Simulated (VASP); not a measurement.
Wanted: the native input for a VASP 6.6.1 run.

| Quantity | Value |
| --- | --- |
| Task | single point |
| Functional | LDA |
| Potentials or basis | VASP PAW LDA potentials, release 64 (K_sv) |
| Cutoff | 520 eV |
| k mesh | 4 × 4 × 4 |
| Occupations | methfessel-paxton, width 0.1 eV |
| Spin | no spin polarisation |
| Dipole correction | no |
| Further INCAR settings | ALGO = Normal; EDIFF = 1e-06; NBANDS = 16 |

The structure of K lies in POSCAR:

```
K
1.0
    0.0000000000      4.5250000000      4.5250000000
    4.5250000000      0.0000000000      4.5250000000
    4.5250000000      4.5250000000      0.0000000000
K
2
Direct
    0.0000000000      0.0000000000      0.0000000000
    0.2500000000      0.2500000000      0.2500000000
```

The cell was built by a generator and needn't be a form met in nature.

These files were run (other wordings do the same):

INCAR

```
ALGO = Normal ; EDIFF = 1E-6
ENCUT = 520 ; ISIF = 2
ISMEAR = 1 ; LASPH = T
LCHARG = T ; LELF = T
LREAL = F ; LVHAR = T
LWAVE = F ; NBANDS = 16
NELM = 100 ; PREC = Accurate
SIGMA = 0.1
```

KPOINTS

```
k-points
0
Gamma
  4 4 4
```

Potentials or basis: VASP PAW LDA potentials, release 64 (K_sv).

Run with:

```sh
$ cat potpaw_LDA.64/K_sv/POTCAR > POTCAR
$ mpirun -np 1 vasp_std > vasp.out
```

Results of the run:

```yaml
Pressure: 0.0 GPa
Band_gap_on_the_k_mesh: none (metal or under the smearing width)
```

Wall time 26 s on 1 thread of AMD EPYC 7R13 Processor (Zen 3), on a shared host, peak memory 0.21 GiB.
